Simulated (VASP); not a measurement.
Write the native input for VASP 6.6.1 that does the following.

```
Task                   : single point
Functional             : PBEsol
Potentials or basis    : VASP PAW PBE potentials, release 64 (Pt, Se)
Cutoff                 : 520 eV
k mesh                 : 6 × 6 × 4
Occupations            : gaussian, width 0.05 eV
Spin                   : collinear spin, ferromagnetic start
Starting moments       : [0.5, 0.0, 0.0] μB
Hubbard terms          : Pt d U = 6 eV
Further INCAR settings : ALGO = Normal; EDIFF = 1e-06
```

The structure of PtSe2 lies in POSCAR:

```
PtSe2
1.0
    3.2802082100     -2.0108328800      0.0000000000
    3.2802082100      2.0108328800      0.0000000000
   -0.0032294100      0.0000000000      4.6257814300
Pt Se
1 2
Direct
    0.0000000000      0.0000000000      0.0000000000
    0.6879000000      0.6879000000      0.2889000000
    0.3121000000      0.3121000000      0.7111000000
```

The cell was built by a generator and isn't the measured one.

The input as run:

INCAR

```
PREC = Accurate ; ENCUT = 520
EDIFF = 1E-6 ; ISMEAR = 0
SIGMA = 0.05 ; LREAL = False
LASPH = True ; NELM = 60
ALGO = Normal ; ISIF = 2
LWAVE = False ; LCHARG = False
ISPIN = 2 ; MAGMOM = 0.5 0 0
LORBIT = 11 ; LMAXMIX = 4
LDAU = True ; LDAUTYPE = 2
LDAUL = 2 -1 ; LDAUU = 6 0
LDAUJ = 0 0 ; LDAUPRINT = 1
GGA = PS
```

KPOINTS

```
Automatic mesh
0
Gamma
  6 6 4
```

Potentials or basis: VASP PAW PBE potentials, release 64 (Pt, Se).

Command:

```sh
$ cat potpaw_PBE.64/Pt/POTCAR potpaw_PBE.64/Se/POTCAR > POTCAR
$ mpirun -np 1 vasp_std > vasp.out
```

It gave:

| Quantity | Value |
| --- | --- |
| Pressure | -10.0 GPa |
| Largest force | 1.041 eV/Å |
| Band gap on the k mesh | none (metal or under the smearing width) |
| Net moment | 0.00 μB per cell |
| Valence electrons inside the program's atomic spheres | Pt 9.64; Se 3.68 |

Caveat: the PAW data sets were made with another functional, which shifts forces and pressure a little.

It took 79 s on 1 thread of Intel(R) Xeon(R) Platinum 8375C CPU @ 2.90GHz (Ice Lake) (shared host), peak memory 0.24 GiB.
